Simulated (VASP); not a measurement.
# BaTe: dielectric tensor with PBE

The system is BaTe.

```xyz
2
Lattice="0.0000 3.4100 3.4100 3.4100 0.0000 3.4100 3.4100 3.4100 0.0000" Properties=species:S:1:pos:R:3 pbc="T T T"
Ba    0.0000    0.0000    0.0000
Te    3.4100    3.4100    3.4100
```

The cell comes from a database or a generator and needn't be the stable form of this composition.

```yaml
Program: VASP 6.6.1
Task: dielectric tensor
Functional: PBE
Potentials_or_basis: VASP PAW PBE potentials, release 64 (Ba_sv, Te)
Cutoff: 520 eV
k_mesh: 7 × 7 × 7
Occupations: gaussian, width 0.01 eV
Spin: no spin polarisation
Dipole_correction: no
Further_INCAR_settings: ALGO = Normal; EDIFF = 1e-08
```

```yaml
Band_gap_on_the_k_mesh: 1.38 eV, indirect (least direct gap 1.76 eV)
Electronic_dielectric_tensor_diagonal: 6.67
Born_charges_mean_of_the_diagonal: Ba +2.62; Te -2.62 e
```

Levels at points of the mesh, in eV from the valence-band top:
```csv
k point,band 6,band 7,band 8,band 9,band 10,band 11
"(0.00, 0.00, 0.00)",0.00,0.00,0.00,2.86,2.86,2.86
```

Electronic dielectric tensor:
```
6.67 0.00 0.00
0.00 6.67 0.00
0.00 0.00 6.67
```

Born effective charge tensors (e):
atom 1, Ba
```
2.62 0.00 0.00
0.00 2.62 0.00
0.00 0.00 2.62
```
atom 2, Te
```
-2.62  0.00  0.00
 0.00 -2.62  0.00
 0.00  0.00 -2.62
```

It took 5.4 min on 1 thread of Intel(R) Xeon(R) Platinum 8259CL CPU @ 2.50GHz (Skylake/Cascade Lake) (shared host), peak memory 0.31 GiB.

Caveat: spin-orbit coupling is left out, which moves the levels of the heavy elements; an odd mesh through Γ misses points on the zone boundary, where band edges often lie.
